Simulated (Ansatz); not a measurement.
**Pt (hcp type): a single-point run**

The task is a single-point run on Pt (hcp type). The structure is shown as the input types it.

Program: Ansatz 0.2.0. Level of theory: DFT, LDA, PAW with Ansatz's default frozen-core files, scalar-relativistic. These are calculated values, not measurements.

### 1 Starting point

The structure is hexagonal, space group P6_3/mmc (No. 194). Conventional cell: a = 2.573 Å, b = 2.573 Å, c = 4.353 Å, α = 90.00°, β = 90.00°, γ = 120.00°. Pt (site symmetry -6m2) has 12 Pt at 2.57 to 2.64 Å in its first shell of neighbours.

As a file:

```
Pt
1.0
     2.57347    0.00000    0.00000
    -1.28673    2.22869    0.00000
     0.00000    0.00000    4.35264
Pt
2
Direct
  0.33333 0.66667 0.25000
  0.66667 0.33333 0.75000
```

### 2 Input and run

File input.yaml:

```yaml
crystal:
  lattice:
    - [2.5734668649, 0.0, 0.0]
    - [-1.2867334325, 2.2286876808, 0.0]
    - [0.0, 0.0, 4.3526363915]
  atoms:
    - { symbol: Pt, position: [0.3333333333, 0.6666666667, 0.25] }
    - { symbol: Pt, position: [0.6666666667, 0.3333333333, 0.75] }
kpoints:
  mp_grid: { grid: [16, 16, 9] }
scf:
  occupations: { method: fermi_dirac, width: 0.08 }
  max_iter: 100
hamiltonian:
  xc: lda
  pseudopotentials: { kind: paw }
output:
  forces: true
  stress: true
  eigenvalues: true
  populations: true
magnetization:
  spin_polarized: true
  initial_magnetization: 15
```

Run with:

```
$ ansatz run input.yaml --threads 1 --pin off --max-ram 2048MiB --backend cpu --events-out ev --progress --plain --runs-dir out
```

What happens when this is run?

This run ends as converged, with warnings (given moment on shells, seeded moment not kept). It gives a pressure of 83 GPa, which is large; a structure far from rest gives such values too, whatever the setting.

In the input, magnetization.spin_polarized is true; magnetization.initial_magnetization is 15. A typed moment is only a start; here the run ends at the energy of the run without it (within 1 meV an atom), so the result stands.

No remedy is needed.
